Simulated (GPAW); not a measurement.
# Pd (Fm-3m) in GPAW: notebook

Aim: see how the results for Pd move with the level of theory and the settings. Levels: PBE, r2SCAN. Tasks: single point.

All numbers are computed with GPAW 26.7.0; they aren't measurements. Logs are shortened: lines on timing, memory, paths and dates and some standing lists are left out, and cuts for length are marked. The log counts tension as positive stress, the text compression.

## 1. The crystal as given

Symmetry: Fm-3m, No. 225, cubic system. The conventional cell has a = 3.893 Å, b = 3.893 Å, c = 3.893 Å, α = 90.00°, β = 90.00°, γ = 90.00°. Pd (site symmetry m-3m) has 12 Pd at 2.75 Å as nearest neighbours.

## 2. Single point, PBE

Contents of run.py:

```python
from ase.io import read
from gpaw import PW
from gpaw.dft import DFT

atoms = read('POSCAR')

dft = DFT(atoms,
          mode=PW(600),
          xc='PBE',
          kpts={'size': (12, 12, 12), 'gamma': True},
          occupations={'name': 'fermi-dirac', 'width': 0.05},
          nbands=17,
          convergence={'density': 1e-05, 'energy': 1e-05},
          maxiter=150,
          txt='gpaw.txt')
print(f'Energy: {dft.calculate_energy():.6f} eV')
print('Forces (eV/A):')
print(dft.calculate_forces().round(4))
print('Stress (eV/A^3):', dft.calculate_stress().round(6))
dft.write_gpw_file('gs.gpw')
```

Contents of POSCAR:

```
Pd
1.0
    0.0000000000      1.9465000000      1.9465000000
    1.9465000000      0.0000000000      1.9465000000
    1.9465000000      1.9465000000      0.0000000000
Pd
1
Direct
    0.0000000000      0.0000000000      0.0000000000
```

Potentials or basis: GPAW PAW data sets (gpaw-data 1.2.1), pw.

The run is started by

```bash
$ OMP_NUM_THREADS=1 python run.py
```

gpaw.txt:

```text
Diagonalizing LCAO Hamiltonian
Converting LCAO to pw mode

       Pd

Atoms  # Å, Bohr magnetons
|   | symbol |        x |        y |        z |    initial magnetic moments |
|---|--------|----------|----------|----------|-----------------------------|
| 0 |     Pd | 0.000000 | 0.000000 | 0.000000 | ( 0.0000,  0.0000,  0.0000) |

Unit cell  # Å
| periodic |        x |        y |        z |  lengths |    angles |
|----------|----------|----------|----------|----------|-----------|
|      yes | 0.000000 | 1.946500 | 1.946500 | 2.752767 | 60.000000 |
|      yes | 1.946500 | 0.000000 | 1.946500 | 2.752767 | 60.000000 |
|      yes | 1.946500 | 1.946500 | 0.000000 | 2.752767 | 60.000000 |

Number of symmetries: 48
Symmetry operations  # r_c * U_cc + t_c -> r_c
|    | kind |            matrix            |
|----|------|------------------------------|
|  0 |  σ   |  1, 0, 0,  1, 0,-1,  1,-1, 0 |
|  1 |  C2  |  1, 0, 0,  1,-1, 0,  1, 0,-1 |
|  2 |  E   |  1, 0, 0,  0, 1, 0,  0, 0, 1 |
|  3 |  σ   |  1, 0, 0,  0, 0, 1,  0, 1, 0 |
|  4 |  C4  |  1, 0,-1,  1, 0, 0,  1,-1, 0 |
|  5 |  S6  |  1, 0,-1,  1,-1, 0,  1, 0, 0 |
|  6 |  σ   |  1, 0,-1,  0, 1,-1,  0, 0,-1 |
|  7 |  C3  |  1, 0,-1,  0, 0,-1,  0, 1,-1 |
|  8 |  S6  |  1,-1, 0,  1, 0, 0,  1, 0,-1 |
|  9 |  C4  |  1,-1, 0,  1, 0,-1,  1, 0, 0 |
| 10 |  C3  |  1,-1, 0,  0,-1, 1,  0,-1, 0 |
| 11 |  σ   |  1,-1, 0,  0,-1, 0,  0,-1, 1 |
| 12 |  σ   |  0, 1, 0,  1, 0, 0,  0, 0, 1 |
| 13 |  C4  |  0, 1, 0,  0, 1,-1, -1, 1, 0 |
| 14 |  C3  |  0, 1, 0,  0, 0, 1,  1, 0, 0 |
| 15 |  S6  |  0, 1, 0, -1, 1, 0,  0, 1,-1 |
| 16 |  C2  |  0, 1,-1,  1, 0,-1,  0, 0,-1 |
| 17 |  σ   |  0, 1,-1,  0, 1, 0, -1, 1, 0 |
| 18 |  S4  |  0, 1,-1,  0, 0,-1,  1, 0,-1 |
| 19 |  C4  |  0, 1,-1, -1, 1, 0,  0, 1, 0 |
| 20 |  C3  |  0, 0, 1,  1, 0, 0,  0, 1, 0 |
| 21 |  σ   |  0, 0, 1,  0, 1, 0,  1, 0, 0 |
| 22 |  S6  |  0, 0, 1,  0,-1, 1, -1, 0, 1 |
| 23 |  C4  |  0, 0, 1, -1, 0, 1,  0,-1, 1 |
| 24 |  S4  |  0, 0,-1,  1, 0,-1,  0, 1,-1 |
| 25 |  C3  |  0, 0,-1,  0, 1,-1,  1, 0,-1 |
| 26 |  C2  |  0, 0,-1,  0,-1, 0, -1, 0, 0 |
| 27 |  S6  |  0, 0,-1, -1, 0, 0,  0,-1, 0 |
| 28 |  S4  |  0,-1, 1,  1,-1, 0,  0,-1, 0 |
| 29 |  C4  |  0,-1, 1,  0, 0, 1, -1, 0, 1 |
| 30 |  C2  |  0,-1, 1,  0,-1, 0,  1,-1, 0 |
| 31 |  σ   |  0,-1, 1, -1, 0, 1,  0, 0, 1 |
| 32 |  C3  |  0,-1, 0,  1,-1, 0,  0,-1, 1 |
| 33 |  S6  |  0,-1, 0,  0, 0,-1, -1, 0, 0 |
| 34 |  S4  |  0,-1, 0,  0,-1, 1,  1,-1, 0 |
| 35 |  C2  |  0,-1, 0, -1, 0, 0,  0, 0,-1 |
| 36 |  C2  | -1, 1, 0,  0, 1, 0,  0, 1,-1 |
| 37 |  S6  | -1, 1, 0,  0, 1,-1,  0, 1, 0 |
| 38 |  S4  | -1, 1, 0, -1, 0, 1, -1, 0, 0 |
| 39 |  C3  | -1, 1, 0, -1, 0, 0, -1, 0, 1 |
| 40 |  S6  | -1, 0, 1,  0, 0, 1,  0,-1, 1 |
| 41 |  C2  | -1, 0, 1,  0,-1, 1,  0, 0, 1 |
| 42 |  C3  | -1, 0, 1, -1, 1, 0, -1, 0, 0 |
| 43 |  S4  | -1, 0, 1, -1, 0, 0, -1, 1, 0 |
| 44 |  C2  | -1, 0, 0,  0, 0,-1,  0,-1, 0 |
| 45 |  i   | -1, 0, 0,  0,-1, 0,  0, 0,-1 |
| 46 |  σ   | -1, 0, 0, -1, 1, 0, -1, 0, 1 |
| 47 |  C2  | -1, 0, 0, -1, 0, 1, -1, 1, 0 |

BZ-sampling:
  Number of BZ points: 1728
  Number of IBZ points: 72

  Monkhorst-Pack size: [12, 12, 12]
  Monkhorst-Pack shift: [0.041666666666666664, 0.041666666666666664, 0.041666666666666664]

K-points  # in reciprocal-cell coordinates
|     |                                coordinates |     weight |
|-----|--------------------------------------------|------------|
|   0 | ( -0.00000000,  -0.00000000,  -0.00000000) | 0.00057870 |
|   1 | (  0.08333333,   0.08333333,  -0.00000000) | 0.00347222 |
|   2 | (  0.08333333,   0.08333333,   0.08333333) | 0.00462963 |
|   3 | (  0.16666667,   0.08333333,   0.08333333) | 0.00694444 |
|   4 | (  0.16666667,   0.16666667,  -0.00000000) | 0.00347222 |
|   5 | (  0.16666667,   0.16666667,   0.08333333) | 0.01388889 |
|   6 | (  0.16666667,   0.16666667,   0.16666667) | 0.00462963 |
|   7 | (  0.25000000,   0.16666667,   0.08333333) | 0.01388889 |
|   8 | (  0.25000000,   0.16666667,   0.16666667) | 0.01388889 |
|   9 | (  0.25000000,   0.25000000,  -0.00000000) | 0.00347222 |
| ... |                                            |            |
|  71 | (  0.50000000,   0.50000000,   0.50000000) | 0.00231481 |

Plane wave coefficients: 531
Cutoff: 600.0 eV

Spin-components: 1 (collinear spins)
Bands:           17
Projectors:      6
Spin-degeneracy: 2
Datatype:        complex128

Density:
  Valence electrons: 16.0
  Components: 1
  Grid points: [16 16 16]
  Charge: 0.0  # |e|

Potential:
  Grid points: [16 16 16]

species:
  Pd:
    name:    Palladium
    Z:       46.0
    valence: 16
    core:    30
    charge:  0.0  # [|e|]
    compensation charges:
      type: gauss
      rc: 0.38  # [Å]
      lmax: 2
    cutoffs:
      filter: 2.38  # [Å]
      core: 2.28  # [Å]
    projectors
    | kind |    occ | energy [eV] | rcut [Å] |
    |------|--------|-------------|----------|
    |   5s |  0.000 |      -3.315 |    1.228 |
    |   4p |  6.000 |     -51.209 |    1.360 |
    |   5p |  0.000 |      -0.314 |    1.360 |
    |   4d | 10.000 |      -4.047 |    1.228 |
    |    s |        |      23.896 |    1.228 |
    |    d |        |      23.165 |    1.228 |

    Using partial waves for Pd as LCAO basis

Reference energy: -137227.490718  # eV

eigensolver:
  PPCG
  Converge bands: occupied
  niter=2

density mixing:
  MSR1-Mixer
  Pratt-step length: 0.05
  Maximum mixing coefficient: 0.75
  Old densities: 10
  SVD Regularization: 0.005
  Good broyden scale: 1.0
  Trust region scale: 1.0
  Backstep threshold: 4.0
  History deletion threshold: 6.0
  Fourier metric: weight=20.0, sigma=0.015

occupation numbers:
  Fermi-Dirac:
    width: 0.0500  # eV

poisson solver:
  ecut: 4800.0  # eV

xc functional:
  name: PBE with 2 nearest neighbor stencil

convergence criteria:
- Maximum integral of absolute [dens]ity change: 1e-05 electrons / valence electron
- Maximum [total energy] change in last 3 cyles: 1e-05 eV / valence electron
- Maximum integral of absolute [eigenst]ate change: 4e-08 eV^2 / valence electron
maximum number of iterations: 150

SCF iterations
|iter     | |      energy | eigst |  dens |
|---------|-|-------------|-------|-------|
|iter:   1| |   -4.847556 | -0.14 |       |
|iter:   2| |   -4.611129 | -2.59 | -0.98 |
|iter:   3| |   -3.883103 | -1.46 | -1.04 |
|iter:   4| |   -3.874461 | -3.36 | -2.02 |
|iter:   5| |   -3.871540 | -3.52 | -2.17 |
|iter:   6| |   -3.871528 | -6.01 | -3.35 |
|iter:   7| |   -3.871529c| -6.76 | -4.05 |
|iter:   8| |   -3.871530c| -8.92c| -4.69 |
|iter:   9| |   -3.871530c| -9.56c| -5.68c|
SCF steps: 9
Energy contributions relative to reference atoms: (reference = -137227.490718)

Energy contributions:
  Kinetic:          -1.792988
  Coulomb:          -2.657308
  Zero:             -0.152150
  External:          0.000000
  Xc:                0.740699
  Entropy:          -0.019565
  Spinorbit:         0.000000
  ----------------------------
  Free energy:      -3.881312
  Extrapolated:     -3.871530

Forces  # eV/Ang
|        x |        y |       z |
|----------|----------|---------|
| -0.00000 | -0.00000 | 0.00000 |  # Pd   0

Stress tensor  # eV/Ang^3
|         x |         y |         z |
|-----------|-----------|-----------|
| -0.043095 |  0.000000 | -0.000000 |
|  0.000000 | -0.043095 |  0.000000 |
| -0.000000 |  0.000000 | -0.043095 |

Writing to gs.gpw (mode='')

  __  _  _
 | _ |_)|_||  |
 |__||  | ||/\| - 26.7.0

Input parameters:
  mode=PW(ecut=600.0),
  convergence={'density': 1e-05, 'energy': 1e-05},
  kpts=MonkhorstPack(size=(12, 12, 12), gamma=True),
  maxiter=150,
  nbands=17,
  occupations=Occupations(name='fermi-dirac', width=0.05),
  xc=XC(name='PBE')
# Writing to gs.gpw (mode='')
```

Wall time 11 s (1 thread of Arm Neoverse V1, shared host); peak memory 0.14 GiB.

What came out:

```yaml
Free_energy: -3.8813 eV
Pressure: 6.9 GPa
Band_gap_on_the_k_mesh: none (metal or under the smearing width)
```

## 3. Single point, r2SCAN

Contents of run.py:

```python
from ase import Atoms
from ase.dft.bandgap import bandgap
from ase.io import write
from ase.units import GPa
from gpaw import GPAW, PW

atoms = Atoms(['Pd'],
              cell=[[0.0, 1.9465, 1.9465],
                    [1.9465, 0.0, 1.9465],
                    [1.9465, 1.9465, 0.0]],
              scaled_positions=[[0.0, 0.0, 0.0]],
              pbc=True)

calc = GPAW(mode=PW(500),
            xc='MGGA_X_R2SCAN+MGGA_C_R2SCAN',
            kpts={'size': (9, 9, 9), 'gamma': True},
            occupations={'name': 'fermi-dirac', 'width': 0.01},
            nbands=17,
            convergence={'density': 1e-05, 'energy': 1e-05},
            maxiter=150,
            txt='gpaw.txt')
atoms.calc = calc
energy = atoms.get_potential_energy()
forces = atoms.get_forces()
stress = atoms.get_stress()
calc.write('gs.gpw')
write('result.traj', atoms)
print(f'Energy: {energy:.6f} eV')
print('Forces (eV/A):')
print(forces.round(4))
print('Stress (GPa):', (stress / GPa).round(3))
print('Fermi level:', round(calc.get_fermi_level(), 4), 'eV')
print(f'Gap: {bandgap(calc)[0]:.4f} eV, direct: {bandgap(calc, direct=True)[0]:.4f} eV')
```

Potentials or basis: GPAW PAW data sets (gpaw-data 1.2.1), pw.

The run is started by

```bash
$ OMP_NUM_THREADS=1 python run.py
```

Wall time 18 s (1 thread of Arm Neoverse V1, shared host); peak memory 0.2 GiB.

The run converged. Its results:

```yaml
Free_energy: -16.9518 eV
Pressure: 3.0 GPa
Band_gap_on_the_k_mesh: none (metal or under the smearing width)
```

Levels at points of the mesh, in eV from the Fermi level:
```csv
k point,band 5,band 6,band 7,band 8,band 9,band 10,band 11,band 12
"(0.00, 0.00, 0.00)",-2.87,-2.87,-2.87,-1.27,-1.27,18.44,20.12,23.66
```

Caveat: the cutoff is short for stress and forces, so pressures can be off by a GPa or more; the PAW data sets were made with another functional, which shifts forces and pressure a little.

## 4. The reference run

An earlier run on the cell as given: functional PBE; potentials or basis GPAW PAW data sets (gpaw-data 1.2.1); cutoff 600 eV; basis pw; k mesh 12 × 12 × 12; occupations fermi-dirac, width 0.05 eV; no spin polarisation.

* Pressure: 6.9 GPa
* Band gap on the k mesh: none (metal or under the smearing width)
